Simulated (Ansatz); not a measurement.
A run of Ansatz 0.2.0:

The input input.yaml:

```yaml
crystal:
  lattice:
    - [3.355005, 0.0, 0.0]
    - [0.0, 5.674104, 0.0]
    - [0.0, 0.0, 4.22197]
  atoms:
    - { symbol: Sn, position: [0.5, 0.768091, 0.013144] }
    - { symbol: Sn, position: [0.0, 0.231909, 0.513144] }
    - { symbol: O, position: [0.5, 0.10875, 0.236857] }
    - { symbol: O, position: [0.0, 0.89125, 0.736857] }
hamiltonian:
  xc: lda
  pseudopotentials: { kind: paw }
kpoints:
  mp_grid: { grid: [5, 3, 4] }
scf:
  occupations: { method: fermi_dirac, width: 0.05 }
  n_extra_bands: 10
output:
  forces: true
  stress: true
  eigenvalues: true
  dos: { projected: true, de: 0.05, nscf_kmesh: { grid: [8, 5, 6] } }
  write_density: true
  write_potential: true
  elf: true
  volumetric_format: npy
```

Potentials or basis: Ansatz PAW.

Run with:

```bash
$ ansatz run input.yaml --threads 2 --pin off --max-ram 5632MiB --backend cpu --events-out ev --progress --plain --runs-dir out
```

Hardware: 2 threads of Arm Neoverse V1 (shared host).

How long does it take, and how much memory?

Wall time 7.8 s on 2 threads of Arm Neoverse V1 (shared host), peak memory 0.36 GiB. Counts: scf iterations 6, plane waves 1551, k points 18, bands 30.
